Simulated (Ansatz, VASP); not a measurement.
Two plane-wave programs on Zn

```
Zn
1.0
     0.00000    2.91242    2.91242
     2.91242    0.00000    2.91242
     2.91242    2.91242    0.00000
Zn
2
Direct
  0.12500 0.12500 0.12500
  0.87500 0.87500 0.87500
```

Alike in both runs: task single point; functional PBE; k mesh 11 × 11 × 11; occupations fermi-dirac, width 0.1 eV; no spin polarisation.

|  | VASP | Ansatz |
| --- | --- | --- |
| version | VASP 6.6.1 | Ansatz 0.2.0 |
| potentials or method | VASP PAW PBE potentials, release 64 (Zn) | plane waves (420 eV) with PAW, scalar-relativistic |
| plane-wave cutoff (eV) | 520 | 420 |
| valence electrons in the cell | 24 | 24 |

```tsv
	VASP	Ansatz	Ansatz less VASP
pressure (GPa)	0.1	0.0	-0.16
```
